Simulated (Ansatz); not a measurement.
**CuO: projected density of states with LDA+U**

Crystal: CuO.

```
Cu O
1.0
     3.17953    0.00000    0.00000
    -1.58977    2.75356    0.00000
     0.00000    0.00000    4.43149
Cu O
2 2
Cartesian
  0.0000 0.0000 0.0000
  0.0000 0.0000 2.2157
  0.0000 1.8357 1.1079
  1.5898 0.9179 3.3236
```

Measurements of this composition are mostly on another form, of space group No. 15.

```
Program             : Ansatz 0.2.0
Task                : projected density of states
Functional          : LDA
Potentials or basis : Ansatz PAW
Cutoff              : 420 eV (not typed: the program's choice for these potentials)
k mesh              : 10 × 10 × 6
Occupations         : fermi-dirac, width 0.05 eV
Spin                : no spin polarisation
Hubbard terms       : Cu d U = 6 eV
Hubbard projectors  : ortho-atomic (the default)
Double counting     : fll (the default)
```

```yaml
Pressure: -6.5 GPa
Band_gap_on_the_k_mesh: none (metal or under the smearing width)
Density_of_states_at_the_Fermi_level: 3.35 states/eV per cell
```

Stress tensor (GPa, compression positive):
```
-19.53   0.00   0.00
  0.00 -19.53   0.00
  0.00   0.00  19.67
```

Levels at points of the mesh, in eV from the Fermi level:
```csv
k point,band 22,band 23,band 24,band 25,band 26,band 27,band 28,band 29
"(0.00, 0.00, 0.00)",-1.97,-1.07,-0.81,0.62,0.62,2.18,5.87,12.03
"(0.00, 0.00, -0.50)",-2.63,-0.15,-0.15,-0.15,-0.15,4.87,4.87,14.67
"(0.00, -0.50, 0.00)",-2.49,-2.45,-2.43,0.30,0.57,7.40,7.48,10.52
"(0.00, -0.50, -0.50)",-2.83,-0.65,-0.65,-0.59,-0.59,6.67,6.67,10.76
```

States per cell in windows of 1 eV (zero at the Fermi level; states under -8 eV left out):
| from (eV) | total | Cu 3d | O 2p | Cu 4s | O 2s |
| --- | --- | --- | --- | --- | --- |
| -8.0 | 0.10 | 0.04 | 0.04 | 0.02 | 0.00 |
| -7.0 | 2.44 | 1.02 | 1.15 | 0.23 | 0.02 |
| -6.0 | 4.76 | 2.98 | 1.61 | 0.13 | 0.02 |
| -5.0 | 5.21 | 3.30 | 1.78 | 0.06 | 0.03 |
| -4.0 | 6.46 | 5.52 | 0.83 | 0.07 | 0.02 |
| -3.0 | 4.85 | 3.53 | 1.11 | 0.09 | 0.08 |
| -2.0 | 3.57 | 1.73 | 1.64 | 0.07 | 0.09 |
| -1.0 | 2.70 | 0.98 | 1.63 | 0.02 | 0.03 |
| 0.0 | 1.90 | 0.64 | 1.23 | 0.01 | 0.00 |
| 1.0 | 0.00 | 0.00 | 0.00 | 0.00 | 0.00 |
| 2.0 | 0.03 | 0.00 | 0.00 | 0.01 | 0.01 |
| 3.0 | 0.10 | 0.00 | 0.02 | 0.05 | 0.03 |
| 4.0 | 0.23 | 0.00 | 0.05 | 0.12 | 0.04 |
| 5.0 | 0.48 | 0.01 | 0.11 | 0.28 | 0.05 |
| 6.0 | 1.22 | 0.01 | 0.22 | 0.71 | 0.06 |
| 7.0 | 1.42 | 0.01 | 0.24 | 0.83 | 0.02 |

Eigenvalues of the final occupation matrices:
```csv
site,spin,trace,eigenvalues
site 1,1,4.81,0.91 0.91 0.99 1.00 1.00
site 2,1,4.81,0.91 0.91 0.99 1.00 1.00
```

Wall time 6.8 s on 2 threads of Arm Neoverse V2 (shared host), peak memory 0.37 GiB.

Caveat: the pressure holds a Pulay correction of +1.0 GPa for the finite cutoff; the run has no spin polarisation, though such a crystal can be magnetic; U without spin polarisation on a metal has little footing; the PAW data sets come from PBE, with cores solved anew for the run's functional, which leaves a small shift of forces and pressure.
